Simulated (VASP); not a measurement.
## AgCl (strained database structure), PBE single-point calculation: Ansatz's output and VASP's

```
Ag Cl
1.0
     1.89388   -5.64763    0.00000
     1.89388    5.64763    0.00000
     0.00000    0.00000    4.00709
Ag Cl
2 2
Direct
  0.39268 0.60732 0.75000
  0.60732 0.39268 0.25000
  0.86712 0.13288 0.25000
  0.13288 0.86712 0.75000
```

Ansatz printed

```
SCF 1 converged in 6 iterations: F = -17341.652926 eV  dr2 = 2.97e-8
  greatest PAW one-centre occupation: 1.000 electrons in one spin orbital (limit 2), on the Ag atom at site 1 (counted from 0), in its partial waves of l = 0
NSCF: frozen V_eff on 10 k-points
SCF converged after 6 iterations
Free energy (F): -17341.652926 eV
Harris-Foulkes:  -17341.652926 eV  (|F-HF|=1.19e-8)
Internal energy: -17341.652925 eV  (E = F + TS)
E sigma→0 (E₀):  -17341.652926 eV
Entropy (-TS):   -0.000000 eV (-0.000 meV/atom)
Fermi energy:    8.203181 eV
--- Per-component energies (eV) ---
  E_band       = -727.578649
  E_kinetic    = 1376.465957
  E_local      = -6509.384099  (includes V_loc(G=0)·N_el)
  E_nonlocal   = 224.755504
  E_hartree    = 2857.382622
  E_xc         = -579.489903
  E_vxc        = -707.685482  (∫ρ·V_xc dr)
  E_paw        = -9128.974582  (= ΣΔE_a)
  E_vpaw       = -826.500362  (= ΣTr[D̂ρ^β])
  E_aug_tail   = 0.000821  (compensation charges beyond the density's cutoff)
  E_ewald      = -5582.409245
  E_smearing   = -0.000000  (= −TS)
  E_closure    = 0.000000  (closes the sum)
  Σ components = -17341.652926   (vs F -17341.652926, Δ=0.00e0)
--- Forces (eV/Å), atoms counted from 1 ---
  atom   1  Ag     0.00000000     0.00008417     0.00000000
  atom   2  Ag     0.00000000    -0.00008417     0.00000000
  atom   3  Cl     0.00000000     0.01788555     0.00000000
  atom   4  Cl     0.00000000    -0.01788555     0.00000000
  max |Σ_I F_I| component: 0.00e0 eV/Å
--- Stress (GPa, compression-positive) ---
       -0.755521       0.000000       0.000000
        0.000000       0.022380       0.000000
        0.000000       0.000000      -0.958561
  P = ⅓ Tr σ = -0.5639 GPa (-5.639 kbar)
--- Band table (eV; the first three rows and the last of 84) ---
  k-point 0: bands = ["-81.9596", "-81.9580", "-45.5224", "-45.5047", "-45.4914", "-45.4802", "-45.4648", "-45.4625", "-6.9657", "-6.4403", "3.7592", "4.7468", "4.9644", "5.0705", "5.0944", "5.2278", "5.3357", "5.4395", "5.5988", "5.6078", "5.6771", "5.8048", "5.8605", "6.2471", "6.2640", "6.4552", "8.4050", "11.0018", "15.4449", "16.3622", "17.8587"]
  k-point 1: bands = ["-81.9594", "-81.9581", "-45.5216", "-45.5069", "-45.4899", "-45.4808", "-45.4647", "-45.4627", "-6.8946", "-6.4330", "3.8064", "4.1921", "4.5262", "4.7306", "4.7906", "4.9317", "5.2763", "5.3797", "5.6213", "5.7014", "5.7136", "5.9110", "6.3576", "6.3729", "6.6252", "6.7726", "9.2790", "11.6266", "15.5434", "15.6623", "17.0178"]
  k-point 2: bands = ["-81.9591", "-81.9583", "-45.5193", "-45.5113", "-45.4872", "-45.4825", "-45.4642", "-45.4631", "-6.7206", "-6.4460", "3.4911", "3.6584", "4.1069", "4.1964", "4.2659", "4.6796", "5.4325", "5.4806", "5.6731", "5.6833", "5.7940", "5.8216", "6.5836", "6.6306", "7.4627", "7.4943", "10.7695", "12.8965", "14.1956", "15.7210", "16.0241"]
  k-point 83: bands = ["-81.9587", "-81.9587", "-45.5159", "-45.5159", "-45.4845", "-45.4845", "-45.4636", "-45.4636", "-6.5273", "-6.5273", "2.8722", "2.8722", "4.0442", "4.0442", "4.2999", "4.2999", "5.5797", "5.5797", "5.6689", "5.6689", "6.1868", "6.1868", "7.2473", "7.2473", "7.8018", "7.8018", "11.7097", "11.7097", "14.3886", "14.3886", "16.1182"]
```

The two codes use different PAW datasets and cutoffs. VASP's cell holds 36 valence electrons and Ansatz's 52. Ansatz's stress includes a Pulay correction; VASP's doesn't.

What does VASP give for the same cell and level of theory?

gap between bands v and c 0.44 eV; least direct gap 1.95 eV; pressure -0.7 GPa; largest force 0.01 eV/Å.

From OUTCAR

```
k-points           NKPTS =     84   k-points in BZ     NKDIM =     84   number of bands    NBANDS=     26

   NELECT =      36.0000    total number of electrons

   dimension x,y,z NGX =    48 NGY =   48 NGZ =   30
   dimension x,y,z NGXF=    96 NGYF=   96 NGZF=   60

  energy-cutoff  :      520.00
  volume of cell :       85.72
      direct lattice vectors                 reciprocal lattice vectors
     1.893882550 -5.647631227  0.000000000     0.264007924 -0.088532693  0.000000000
     1.893882550  5.647631227  0.000000000     0.264007924  0.088532693  0.000000000
     0.000000000  0.000000000  4.007092372     0.000000000  0.000000000  0.249557511

 k-points in reciprocal lattice and weights: KPOINTS created by Atomic Simulation Env
   0.00000000  0.00000000  0.00000000       0.003
   0.12500000 -0.00000000  0.00000000       0.010
   0.25000000 -0.00000000  0.00000000       0.010
   0.37500000 -0.00000000  0.00000000       0.010
   0.50000000 -0.00000000  0.00000000       0.005
   0.12500000  0.12500000  0.00000000       0.005
   0.25000000  0.12500000  0.00000000       0.010
   0.37500000  0.12500000  0.00000000       0.010
   ...

 E-fermi :   3.9350

 k-point     1 :       0.0000    0.0000    0.0000
  band No.  band energies     occupation
      1     -11.2328      2.00000
      2     -10.7074      2.00000
      3      -0.5109      2.00000
      4       0.4782      2.00000
      5       0.6961      2.00000
      6       0.8029      2.00000
      7       0.8266      2.00000
      8       0.9578      2.00000
      9       1.0665      2.00000
     10       1.1727      2.00000
     11       1.3320      2.00000
     12       1.3392      2.00000
     13       1.4067      2.00000
     14       1.5334      2.00000
     15       1.5919      2.00000
     16       1.9765      2.00000
     17       1.9941      2.00000
     18       2.1859      2.00000
     19       4.1364      0.00008
     20       6.7433      0.00000
     21      11.1783      0.00000
     22      12.1644      0.00000
     23      13.6986      0.00000
     24      13.8158      0.00000
     25      13.8734      0.00000
     26      14.4540      0.00000

 k-point     2 :       0.1250   -0.0000    0.0000
  band No.  band energies     occupation
      1     -11.1843      2.00000
      2     -10.6914      2.00000
      3      -0.5138      2.00000
      4       0.1661      2.00000
      5       0.1670      2.00000
      6       0.4449      2.00000
      7       0.6997      2.00000
      8       0.8310      2.00000
      9       1.0263      2.00000
     10       1.1024      2.00000
     11       1.4083      2.00000
     12       1.5411      2.00000
     13       1.5607      2.00000
     14       1.6899      2.00000
     15       1.8000      2.00000
     16       2.0777      2.00000
     17       2.2456      2.00000
     18       2.2915      2.00000
     19       4.7897      0.00000
     20       7.0386      0.00000
     21      10.4761      0.00000
     22      12.0908      0.00000
     23      13.4968      0.00000
     24      13.5264      0.00000
     25      14.1137      0.00000
     26      14.6387      0.00000

 k-point     3 :       0.2500   -0.0000    0.0000
  band No.  band energies     occupation
      1     -11.0592      2.00000
      2     -10.6565      2.00000
      3      -0.5606      2.00000
      4      -0.5189      2.00000
      5      -0.3157      2.00000
      6      -0.2626      2.00000
      7       0.1876      2.00000
      8       0.8402      2.00000
      9       1.0098      2.00000
     10       1.3295      2.00000
     11       1.3593      2.00000
     12       1.5683      2.00000
     13       1.7380      2.00000
     14       1.7421      2.00000
     15       2.2193      2.00000
     16       2.4311      2.00000
     17       2.5978      2.00000
     18       2.9582      2.00000
     19       5.9742      0.00000
     20       7.7389      0.00000
     21       9.3878      0.00000
     22      11.5788      0.00000
     23      12.3254      0.00000
     24      13.0143      0.00000
     25      13.7894      0.00000
     26      14.7226      0.00000

 ...

  Total       -0.4824706     -0.0349716     -0.5922178      0.0000000      0.0000000      0.0000000
  in kB       -9.0178434     -0.6536539    -11.0691250      0.0000000      0.0000000      0.0000000
  external PRESSURE =      -6.9135408 kB  Pullay stress =       0.0000000 kB

 POSITION                                       TOTAL-FORCE (eV/Angst)
 -----------------------------------------------------------------------------------
      1.89388      1.21218      3.00532         0.000000      0.000715      0.000000
      1.89388     -1.21218      1.00177         0.000000     -0.000715     -0.000000
      1.89388     -4.14671      1.00177         0.000000      0.014191     -0.000000
      1.89388      4.14671      3.00532         0.000000     -0.014191     -0.000000
 -----------------------------------------------------------------------------------
    total drift:                               -0.000000     -0.000000     -0.000000

  FREE ENERGIE OF THE ION-ELECTRON SYSTEM (eV)
  ---------------------------------------------------
  free  energy   TOTEN  =       -10.6580322574 eV

  energy  without entropy=      -10.6580321495  energy(sigma->0) =      -10.65803220
```
